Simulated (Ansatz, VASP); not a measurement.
Two plane-wave programs on PbF2

```xyz
3
Lattice="0.0000 3.0144 3.0589 3.0144 0.0000 3.0589 3.0144 3.0144 0.0000" Properties=species:S:1:pos:R:3 pbc="T T T"
Pb    0.0000    0.0000    0.0000
F     1.5072    1.5072    1.5295
F     4.5216    4.5216    4.5884
```

Change from the starting cell: strain +0.015 along x and y, +0.030 along z, atoms carried along.

Alike in both runs: task single point; functional PBE; k mesh 8 × 8 × 8; occupations gaussian, width 0.05 eV; no spin polarisation.

|  | VASP | Ansatz |
| --- | --- | --- |
| version | VASP 6.6.1 | Ansatz 0.2.0 |
| potentials or method | VASP PAW PBE potentials, release 64 (Pb_d, F) | scalar-relativistic, plane waves, PAW |
| plane-wave cutoff (eV) | 520 | 420 |
| valence electrons in the cell | 28 | 28 |

|  | VASP | Ansatz | Ansatz less VASP |
| --- | --- | --- | --- |
| gap on the k mesh at the Fermi level (eV) | 4.39 | 4.39 | +0.004 |
| least direct gap on the mesh (eV) | 4.53 | 4.54 | +0.003 |
| pressure (GPa) | -2.0 | -1.8 | +0.21 |
| largest component of the traceless stress (GPa) | 0.54 | 0.53 | -0.003 |

Caveats: spin-orbit coupling is left out, which as a rule narrows the gap of such compounds by several tenths of an eV. A k mesh can miss the band edges.
